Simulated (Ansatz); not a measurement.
# WS2: the cost of one run

Program: Ansatz 0.2.0. Level of theory: DFT PBE+U (U = 6 eV, J = 0.9 eV on W d, around-mean-field double counting), plane waves, PAW, no spin–orbit coupling unless a run says so. These are calculated values, not measurements.

2 further runs of the same task are left out: 2 that didn't finish.

### Step 1. The starting structure

The structure is trigonal, space group R3m (No. 160). Conventional cell: a = 3.158 Å, b = 3.158 Å, c = 18.490 Å, α = 90.00°, β = 90.00°, γ = 120.00°. Around W (site symmetry 3m) lie 6 S at 2.39 to 2.42 Å. S (site symmetry 3m) has 3 W at 2.39 Å as nearest neighbours. Around S (site symmetry 3m) lie 3 W at 2.42 Å.

Coordinates:

```cif
data_structure
_symmetry_space_group_name_H-M 'P 1'
_symmetry_Int_Tables_number 1
_cell_length_a 6.4274
_cell_length_b 6.4274
_cell_length_c 6.4274
_cell_angle_alpha 28.443
_cell_angle_beta 28.443
_cell_angle_gamma 28.443
_cell_volume 53.23
loop_
_atom_site_label
_atom_site_type_symbol
_atom_site_fract_x
_atom_site_fract_y
_atom_site_fract_z
_atom_site_occupancy
W1 W 0.00000 0.00000 0.00000 1
S1 S 0.75030 0.75030 0.75030 1
S2 S 0.58100 0.58100 0.58100 1
```

Magnetic order typed: ferromagnetic.

An earlier series on this cell reached its lowest free state from «random orbitals: fully mixed, first filling», perhaps among other starts.

### Step 2. From atoms, default search

input.yaml reads:

```yaml
crystal:
  lattice:
    - [1.57900017, 0.91163617, 6.16332915]
    - [-1.57900017, 0.91163617, 6.16332915]
    - [0.0, -1.82327234, 6.16332915]
  atoms:
    - { symbol: W, position: [0.0, 0.0, 0.0], spin: 2.0, spin_axis: [0.707107, 0.707107, 0.0] }
    - { symbol: S, position: [0.7503, 0.7503, 0.7503] }
    - { symbol: S, position: [0.581, 0.581, 0.581] }
basis:
  ecutwfc: 420
  ecutrho_ratio: 4
kpoints:
  mp_grid: { grid: [7, 7, 7] }
hamiltonian:
  xc: pbe
  hubbard: { sites: [{ site: 0, l: d, u: 6.0, j: 0.9 }], double_counting: amf }
scf:
  occupations: { method: gaussian, width: 0.05 }
output:
  forces: true
  stress: true
  eigenvalues: true
  populations: true
  hubbard: { sites: [{ site: 0, l: d }] }
  write_density: true
  write_potential: true
  elf: true
  volumetric_format: npy
magnetization:
  noncollinear: true
  spin_orbit: true
```

This run includes spin–orbit coupling.

Started as:

```
> ansatz run input.yaml --threads 4 --pin off --max-ram 6144MiB --backend cpu --events-out ev --progress --plain --runs-dir out
```

**Question.** How long does this run take on 4 threads of Intel Xeon Platinum 8488C (Sapphire Rapids), shared host, and how much memory does it need?

About 98 s, with a peak of 1.9 GiB.
